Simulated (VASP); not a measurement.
Here is a VASP 6.6.1 calculation.

Contents of INCAR:

```
SYSTEM = BN
PREC = Accurate ; ENCUT = 600
EDIFF = 1E-8 ; ISMEAR = 0
SIGMA = 0.03 ; LREAL = .False.
LASPH = .True. ; NELM = 80
ALGO = Normal ; ISIF = 2
LWAVE = .False. ; LCHARG = .False.
GGA = PE ; IVDW = 12
LEPSILON = .True. ; KPAR = 2
```

The input KPOINTS:

```
regular mesh
0
Gamma
  21 21 7
  0 0 0
```

File POSCAR:

```
BN                                      
1.0
    2.5063498719     -0.0000000000      0.0000000000
   -1.2531749359      2.1705626599     -0.0000000000
   -0.0000000000      0.0000000000      6.5589136201
  B               N             
     2     2
Direct
     0.3333333332999970    0.6666666667000030    0.2500000000000000
     0.6666666667000030    0.3333333332999970    0.7500000000000000
     0.3333333332999970    0.6666666667000030    0.7500000000000000
     0.6666666667000030    0.3333333332999970    0.2500000000000000
```

Potentials or basis: VASP PAW PBE potentials, release 64 (B, N).

Launch:

```bash
$ cat potpaw_PBE.64/B/POTCAR potpaw_PBE.64/N/POTCAR > POTCAR
$ mpirun -np 2 vasp_std > vasp.out
```

Question: Predict the electronic dielectric tensor (diagonal).

Answer: 4.80, 4.80, 2.75.

Question: What does it give for the Born charges (mean of the diagonal)?

Answer: B +2.07; N -2.07 e.

Question: Estimate the band gap on the k mesh.

Answer: 4.24 eV, indirect (least direct gap 4.65 eV).

Question: Estimate the dispersion energy per atom.

Answer: -0.143 eV.

Electronic dielectric tensor:
```
4.80 0.00 0.00
0.00 4.80 0.00
0.00 0.00 2.75
```

Caveat: an odd mesh through Γ misses points on the zone boundary, where band edges often lie.
